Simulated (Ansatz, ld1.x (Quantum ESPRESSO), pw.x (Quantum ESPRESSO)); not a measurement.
## Tl: one change to the TM potential, in the atom and in the bcc crystal

ld1.x (Quantum ESPRESSO) 7.5 input, shortened:

```
&input
   title='Tl', zed=81., rel=1, dft='PBE', iswitch=3,
   config='[Xe] 4f14 5d10 6s2 6p1'
 /
 &inputp
   pseudotype=2, tm=.true., lloc=1,
   nlcc=.true., new_core_ps=.true., rcore=1.20
 /
3
6S  1  0   2.00   0.00  1.80  1.80  0.0
5D  3  2  10.00   0.00  1.30  1.30  0.0
6P  2  1   1.00   0.00  3.05  3.05  0.0
 &test
   configts(1)='5d10 6s2 6p1'
 /
```

Change: core [Xe] 4f14 5d10, valence charge 3; reference 6s2 6p1; waves now 6s (bound): rc 2.00 bohr; 6p (bound): rc 3.00 bohr; core correction a·sin(br)/r model core inside 1.95 bohr.

Cutoffs, loose and tight: the cutoffs (Ry, on a coarse ladder) from which the occupation-weighted sum of valence levels, in a spherical-Bessel basis at the reference potential, stays within 10 and 1 mRy of its value at 400 Ry. They do not see the model core or the augmentation charge, which bear on the density cutoff. Test errors are all-electron minus pseudo excitation energies from the reference, over the configurations 5d10 6s2 6p0; 5d10 6s1 6p0; 5d10 6s0 6p0; 5d9 6s2 6p2; 5d10 6s2 6p1.3; 5d10 6s2 6p0.5; 5d9 6s2 6p1; variants that change the core or the reference have their own tests.

Crystal test: bcc Tl in pw.x 7.5, no spin, 12³ k-points, Fermi–Dirac smearing 0.01 Ry, cutoffs set for each file from its atomic test. The reference is all-electron LAPW (Ansatz 0.2.0) with the same functional, mesh and smearing; V0 and B0 come from Birch–Murnaghan fits to the pressures at five volumes. Errors are pseudo minus all-electron; Δ is the rms difference of the E(V) curves that follow from these fits, minima aligned, over ±6 % about the mean V0. Mesh and smearing are coarse, so the numbers serve the comparison and aren't converged zero-temperature values; the lattice is a test structure that the element need not adopt.

All-electron: a0 = 3.980 Å (V0 = 31.52 Å³/atom), B0 = 25.8 GPa.

Q: Does the change bring the crystal closer to the all-electron result?

A: The mean pressure error goes from +0.70 to -8.24 GPa, so the change moves the solid further from the all-electron pressures.

| quantity | base | changed |
| --- | --- | --- |
| outcome (atom) | generated | generated |
| cutoff, loose (atom) | 80 Ry | 18 Ry |
| cutoff, tight (atom) | 100 Ry | 30 Ry |
| bound ghosts (atom) | none | none |
| largest test error (meV) (atom) | -163 | -392 |
| cutoffs in pw.x (Ry) | 120/480 | 50/200 |
| a0 (Å) | 4.015 | – |
| a0 error (%) | +0.87 | – |
| B0 error (%) | -1.2 | – |
| Δ (meV/atom) | 4.7 | – |
| mean pressure error (GPa) | +0.70 | -8.24 |

A dash: not determined, or the minimum lies outside the volumes sampled.

Base: This is a poor potential for the solid. Changed file: This is a poor potential for the solid. The pseudo pressure rises with volume over the whole range, a mechanical instability.
